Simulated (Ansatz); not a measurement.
Crystal: CdTe.

```
Te Cd
1.0
     0.00000    3.20500    3.20500
     3.20500    0.00000    3.20500
     3.20500    3.20500    0.00000
Te Cd
1 1
Direct
  0.75000 0.75000 0.75000
  0.00000 0.00000 0.00000
```

| Item | Value |
| --- | --- |
| Program | Ansatz 0.2.0 |
| Task | relaxation of cell and atoms |
| Functional | BLYP |
| Dispersion | D3(BJ) |
| Potentials or basis | Ansatz PAW |
| Cutoff | 420 eV (not typed: the program's choice for these potentials) |
| k mesh | 7 × 7 × 7 |
| Occupations | fermi-dirac, width 0.05 eV |
| Spin | no spin polarisation |

At the start: volume 32.92 Å³/atom.

How do energy, volume and symmetry change on relaxing?

It ends after 5 steps and the volume is 34.51 Å³/atom (+4.8 %); space group F-43m (No. 216, to 0.05 Å).

The path:
| step | energy change (eV) | largest force (eV/Å) | volume (Å³) |
| --- | --- | --- | --- |
| 1 | 0.0000 | 0.0000 | 65.84 |
| 2 | -0.0133 | 0.0000 | 70.85 |
| 3 | -0.0193 | 0.0000 | 69.19 |
| 4 | -0.0194 | 0.0000 | 69.02 |
| 5 | -0.0200 | 0.0000 | 69.02 |

Final structure:
```cif
data_structure
_symmetry_space_group_name_H-M 'P 1'
_symmetry_Int_Tables_number 1
_cell_length_a 4.6042
_cell_length_b 4.6042
_cell_length_c 4.6042
_cell_angle_alpha 60.000
_cell_angle_beta 60.000
_cell_angle_gamma 60.000
_cell_volume 69.02
loop_
_atom_site_label
_atom_site_type_symbol
_atom_site_fract_x
_atom_site_fract_y
_atom_site_fract_z
_atom_site_occupancy
Te1 Te 0.75000 0.75000 0.75000 1
Cd1 Cd 0.00000 0.00000 0.00000 1
```

Caveat: the plane-wave basis is chosen anew once the cell has moved, so the energies of steps on either side of that aren't comparable; the PAW data sets come from PBE, with cores solved anew for the run's functional, which leaves a small shift of forces and pressure.
